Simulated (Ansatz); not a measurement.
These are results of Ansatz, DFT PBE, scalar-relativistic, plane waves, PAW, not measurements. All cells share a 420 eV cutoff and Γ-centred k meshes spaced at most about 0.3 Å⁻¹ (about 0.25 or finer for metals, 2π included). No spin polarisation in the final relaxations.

Temperature and zero-point effects are left out.

Compare these two cells of Ge, each relaxed at this level.

A.

```
Ge
1.0
     2.91962   -3.08440    0.00000
     2.91962    3.08440    0.00000
    -2.85723    0.00000    6.89622
Ge
6
Direct
  0.10651 0.37888 0.35301
  0.62112 0.89349 0.14699
  0.89349 0.62112 0.64699
  0.37888 0.10651 0.85301
  0.00000 0.50000 0.00000
  0.50000 0.00000 0.50000
```

B.

```
Ge
1.0
     2.71076    0.00000    0.00000
     0.00000    2.71076    0.00000
     0.00000    0.00000    2.71076
Ge
1
Cartesian
  1.3554 1.3554 1.3554
```

Question: Which would you expect to be lower, and how large is the difference?

Answer: B is lower, by 29 meV/atom. A has space group C2/c (No. 15), 20.7 Å³/atom and no gap on its mesh; B has the simple cubic type, space group Pm-3m (No. 221), 19.9 Å³/atom and no gap. Counting all near atoms (those within 1.25 times the shortest such distance or 1.15 times the sum of covalent radii; a slash parts the counts of unlike sites), A has Ge 5/6 and B has Ge 6. The denser one is the lower, and pressure would at first widen the difference. Both come from invented guesses. A third cell relaxed alike, in Cmmm, lies 193 meV/atom below the lower of the two. The part of the Crystallography Open Database at hand lists Ge in space groups No. 64, 96, 227; no cell shown has one of them.

Cells relaxed within their symmetry can be saddle points.
